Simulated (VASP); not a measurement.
Set up this calculation in VASP 6.6.1, as the native input.

```yaml
Task: single point
Functional: RPBE
Potentials_or_basis: VASP PAW PBE potentials, release 64 (Pb_d)
Cutoff: 520 eV
k_mesh: 12 × 12 × 12
Occupations: fermi-dirac, width 0.1 eV
Spin: no spin polarisation
Dipole_correction: no
Further_INCAR_settings: ALGO = Normal; EDIFF = 1e-07; NBANDS = 13
```

The structure of Pb lies in POSCAR:

```
Pb
1.0
   -2.1027417493      2.1027417493      2.1027417493
    2.1027417493     -2.1027417493      2.1027417493
    2.1027417493      2.1027417493     -2.1027417493
Pb
1
Direct
    0.0000000000      0.0000000000      0.0000000000
```

This isn't the form of Pb at room conditions, which is fcc.

These files were run (other wordings do the same):

INCAR

```
ALGO     = Normal         # electronic algorithm
EDIFF    = 1E-7           # SCF threshold, eV
ENCUT    = 520            # plane-wave cutoff, eV
GGA      = RP             # functional
ISIF     = 2              # what is computed and relaxed
ISMEAR   = -1             # smearing method
LASPH    = True           # aspherical terms in the spheres
LCHARG   = True           # write CHGCAR
LELF     = True           # ELF
LREAL    = False          # projectors in reciprocal space
LVHAR    = True         
LWAVE    = False          # write WAVECAR
NBANDS   = 13             # bands
NELM     = 80             # most SCF steps
PREC     = Accurate       # precision mode
SIGMA    = 0.1            # smearing width, eV
```

KPOINTS

```
k-points
0
Gamma
  12 12 12
```

Potentials or basis: VASP PAW PBE potentials, release 64 (Pb_d).

Command:

```sh
$ cat potpaw_PBE.64/Pb_d/POTCAR > POTCAR
$ mpirun -np 1 vasp_std > vasp.out
```

Results of the run:

```
Pressure               : -2.9 GPa
Band gap on the k mesh : none (metal or under the smearing width)
```

Caveat: the PAW data sets were made with another functional, which shifts forces and pressure a little.

Wall time 11 s on 1 thread of Intel(R) Xeon(R) 6975P-C (Granite Rapids), with other jobs on the host, peak memory 0.17 GiB.
